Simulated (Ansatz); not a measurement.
The system is VH2.

```xyz
3
Lattice="0.0000 2.1355 2.1355 2.1355 0.0000 2.1355 2.1355 2.1355 0.0000" Properties=species:S:1:pos:R:3 pbc="T T T"
V     0.0000    0.0000    0.0000
H     3.2032    3.2032    3.2032
H     1.0677    1.0677    1.0677
```

| Quantity | Value |
| --- | --- |
| Program | Ansatz 0.2.0 |
| Task | relaxation of cell and atoms |
| Functional | r2SCAN |
| Dispersion | D3(BJ)-ATM |
| Potentials or basis | Ansatz PAW |
| Cutoff | 500 eV (not typed: the program's choice for these potentials) |
| k mesh | 11 × 11 × 11 |
| Occupations | fermi-dirac, width 0.05 eV |
| Spin | collinear spin, ferromagnetic start |
| Starting moments | [2.0, 0.0, 0.0] μB |

At the start: volume 6.49 Å³/atom.

Problem. Where does the relaxation end?

Solution. It ends after 7 steps and the volume is 6.07 Å³/atom (-6.6 %); space group Fm-3m (No. 225, to 0.05 Å); moment 0.12 μB per cell.

Step by step:
```tsv
step	energy change (eV)	largest force (eV/Å)	volume (Å³)
1	0.0000	0.0000	19.48
2	-0.0188	0.0000	18.94
3	-0.0341	0.0000	18.48
4	-0.0362	0.0000	18.07
5	-0.0367	0.0000	18.19
6	-0.0367	0.0000	18.20
7	-0.0360	0.0000	18.20
```

Final structure:
```
CELL_PARAMETERS angstrom
0.00000 2.08779 2.08779
2.08779 0.00000 2.08779
2.08779 2.08779 0.00000
ATOMIC_POSITIONS crystal
V 0.00000 0.00000 0.00000
H 0.75000 0.75000 0.75000
H 0.25000 0.25000 0.25000
```

Caveat: the magnetic or orbital state may not be the lowest; the plane-wave basis is chosen anew once the cell has moved, so the energies of steps on either side of that aren't comparable; pairwise dispersion overbinds metals, which lowers pressure and volume; the PAW data sets come from PBE, with cores solved anew for the run's functional, which leaves a small shift of forces and pressure; the starting moments weren't kept.
